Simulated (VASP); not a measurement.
The system is MnO.

```xyz
2
Lattice="0.0000 2.2220 2.2220 2.2220 0.0000 2.2220 2.2220 2.2220 0.0000" Properties=species:S:1:pos:R:3 pbc="T T T"
Mn    0.0000    0.0000    0.0000
O     2.2220    2.2220    2.2220
```

Base run:

* Program: VASP 6.6.1
* Functional: r2SCAN
* Potentials or basis: VASP PAW PBE potentials, release 64 (Mn_pv, O)
* Cutoff: 520 eV
* k mesh: 7 × 7 × 7
* Occupations: fermi-dirac, width 0.05 eV
* Spin: collinear spin, ferromagnetic start
* Starting moments: [4.0, 0.0] μB
* Hubbard terms: Mn d U = 8 eV

Its results: band gap on the k mesh 1.65 eV, indirect (least direct gap 3.27 eV); pressure 5.7 GPa; net moment 5.00 μB per cell; site moments Mn +4.75; O +0.09 μB.

Question: The run is repeated on the same cell with these changes: hubbard terms from Mn d U = 8 eV to Mn d U = 5 eV. What comes out?

Answer: Band gap on the k mesh 1.16 eV, indirect (least direct gap 3.23 eV); pressure 4.3 GPa; net moment 5.00 μB per cell; site moments Mn +4.69; O +0.13 μB.

Caveats: the PAW data sets were made with another functional, which shifts forces and pressure a little; an odd mesh through Γ misses points on the zone boundary, where band edges often lie; a cell with one magnetic atom can't hold antiferromagnetic order, which such compounds often take.

Not every run made on this cell is shown here.
